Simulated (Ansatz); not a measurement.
Runs of Ansatz 0.2.0 on C. The structure is cubic, space group Fd-3m (No. 227). The conventional cell has a = 3.567 Å, b = 3.567 Å, c = 3.567 Å, α = 90.00°, β = 90.00°, γ = 90.00°. C (site symmetry -43m) is surrounded by 4 C at 1.54 Å. This isn't the form of C at room conditions, which is graphite.

| cell | gap on the mesh (eV) | pressure (GPa) |
| --- | --- | --- |
| relaxed to 30 GPa | (b) | 30.0 |
| relaxed to 20 GPa | 4.13 | 20.0 |
| relaxed to 10 GPa | 4.09 | 10.0 |
| relaxed to 5 GPa | (a) | 5.0 |
| relaxed | 4.04 | 0.0 |

Alike in all rows: task relaxation of cell and atoms; level PBEsol; potentials or basis all-electron LAPW, scalar-relativistic; no spin polarisation; k mesh 13 × 13 × 13; smearing fermi-dirac 0.05 eV; basis error allowed 0.001 eV/atom.

**Question.** Estimate the missing entries.

**Answer.** (a) 4.07; (b) 4.18.

Caveats: an odd mesh through Γ misses points on the zone boundary, where band edges often lie.
